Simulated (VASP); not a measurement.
A run of VASP 6.6.1:

Contents of INCAR:

```
PREC = Accurate
ENCUT = 520
EDIFF = 1E-6
ISMEAR = 0
SIGMA = 0.1
LREAL = F
LASPH = T
NELM = 100
ALGO = Normal
ISIF = 2
LWAVE = F
LCHARG = T
GGA = PE
LELF = T
LVHAR = T
NBANDS = 15
```

File KPOINTS:

```
regular mesh
0
Gamma
  6 6 6
```

POSCAR

```
Al2Pt
1.0
    0.0000000000      2.9491705900      2.9491705900
    2.9491705900      0.0000000000      2.9491705900
    2.9491705900      2.9491705900      0.0000000000
Al Pt
2 1
Direct
    0.2500000000      0.2500000000      0.2500000000
    0.7500000000      0.7500000000      0.7500000000
    0.0000000000      0.0000000000      0.0000000000
```

Potentials or basis: VASP PAW PBE potentials, release 64 (Al, Pt).

Command:

```bash
$ cat potpaw_PBE.64/Al/POTCAR potpaw_PBE.64/Pt/POTCAR > POTCAR
$ mpirun -np 1 vasp_std > vasp.out
```

Hardware: 1 thread of AMD EPYC 9R45 96-Core Processor (Zen 5) (shared host).

Problem. Estimate the wall time of this run.

Solution. Wall time 5.8 s on 1 thread of AMD EPYC 9R45 96-Core Processor (Zen 5) (shared host), peak memory 0.15 GiB. Counts: scf iterations 13, k points 16.
